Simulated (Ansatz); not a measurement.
How far is PAW off for Tl?

```
CELL_PARAMETERS angstrom
-1.95600 1.95600 1.95600
1.95600 -1.95600 1.95600
1.95600 1.95600 -1.95600
ATOMIC_POSITIONS crystal
Tl 0.00000 0.00000 0.00000
```

The cell is the one relaxed in the Materials Project (mp-39), not relaxed further here; entries there can be hypothetical.

Spin–orbit coupling is left out, though it moves levels of the heavy atoms by tenths of an eV or more.

All numbers are computed: DFT, PBE, PAW with Ansatz's default frozen-core files, scalar-relativistic (Ansatz 0.2.0); DFT, PBE, all-electron PAW with datasets made for the crystal, scalar-relativistic (Ansatz 0.2.0); DFT, PBE, all-electron LAPW, scalar-relativistic (Ansatz 0.2.0).

For PAW: a Γ-centred 13×13×13 k mesh, Fermi–Dirac smearing of 0.03 eV, cutoff 420 eV, no spin polarisation. The crystal-made all-electron datasets (AE datasets) take a cutoff of 260 eV at this cell. LAPW targets a basis error of 1 meV/atom. The Ansatz runs share mesh, smearing and spin set-up. Plane-wave (PAW) pressures include the program's estimate of the Pulay term.

Stress and pressure are positive in compression.

Levels count from the Fermi level.

```json
{"quantity": "pressure (GPa)", "PAW": "1.44", "AE datasets": "1.45", "LAPW": "1.45"}
{"quantity": "highest filled level at Γ (eV)", "PAW": "-9.709", "AE datasets": "-9.709", "LAPW": "-9.709"}
{"quantity": "lowest empty level at Γ (eV)", "PAW": "10.387", "AE datasets": "10.387", "LAPW": "10.387"}
{"quantity": "highest filled level at N (eV)", "PAW": "-2.531", "AE datasets": "-2.531", "LAPW": "-2.531"}
{"quantity": "lowest empty level at N (eV)", "PAW": "5.668", "AE datasets": "5.667", "LAPW": "5.667"}
{"quantity": "highest filled level at P (eV)", "PAW": "-4.241", "AE datasets": "-4.241", "LAPW": "-4.241"}
{"quantity": "lowest empty level at P (eV)", "PAW": "0.787", "AE datasets": "0.787", "LAPW": "0.787"}
```

PAW's pressure differs from the LAPW value by about 0.01 GPa or less.
